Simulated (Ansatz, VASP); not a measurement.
## Sb: VASP beside Ansatz

Contents of INCAR:

```
SYSTEM = Sb
ALGO     = Normal         ! electronic algorithm
EDIFF    = 1E-6           ! SCF threshold, eV
ENCUT    = 520            ! plane-wave cutoff, eV
GGA      = PE             ! functional
ISIF     = 2              ! what is computed and relaxed
ISMEAR   = -1             ! smearing method
LASPH    = .True.         ! aspherical terms in the spheres
LCHARG   = .False.        ! write CHGCAR
LREAL    = .False.        ! projectors in reciprocal space
LWAVE    = .False.        ! write WAVECAR
NBANDS   = 12             ! bands
NELM     = 80             ! most SCF steps
PREC     = Accurate       ! precision mode
SIGMA    = 0.03           ! smearing width, eV
```

File KPOINTS:

```
k-points
0
Gamma
  12 12 7
  0 0 0
```

The input POSCAR:

```
Sb
1.0
    3.3118874482      0.0000000000      0.0000000000
   -1.6559437241      2.8681786646      0.0000000000
    0.0000000000      0.0000000000      5.2396435614
Sb
2
Direct
    0.3333333333      0.6666666667      0.2500000000
    0.6666666667      0.3333333333      0.7500000000
```

Input for Ansatz:

```yaml
crystal:
  lattice:
    - [3.3118874482, 0.0, 0.0]
    - [-1.6559437241, 2.8681786646, 0.0]
    - [0.0, 0.0, 5.2396435614]
  atoms:
    - { symbol: Sb, position: [0.3333333333, 0.6666666667, 0.25] }
    - { symbol: Sb, position: [0.6666666667, 0.3333333333, 0.75] }
kpoints:
  mp_grid: { grid: [12, 12, 7] }
scf:
  occupations: { method: fermi_dirac, width: 0.03 }
hamiltonian:
  xc: pbe
  pseudopotentials: { kind: all_electron, lapw: { basis_error: 0.0005 } }
output:
  forces: true
  stress: true
  eigenvalues: true
```

Change from the starting cell: volume scaled by 0.95.

Alike in both runs: task single point; functional PBE; k mesh 12 × 12 × 7; occupations fermi-dirac, width 0.03 eV; no spin polarisation.

```csv
,VASP,Ansatz
version,VASP 6.6.1,Ansatz 0.2.0
potentials or method,"VASP PAW PBE potentials, release 64 (Sb)","all-electron LAPW, scalar-relativistic"
plane-wave cutoff (eV),520,see its input
```

```csv
,VASP,Ansatz,Ansatz less VASP
pressure (GPa),7.1,7.2,+0.14
largest component of the traceless stress (GPa),0.93,0.93,0.000
```

Ansatz ran all-electron here, so the differences hold the error of VASP's frozen core and of both bases.

The runs have no spin-orbit coupling, so splittings on Sb are missing.
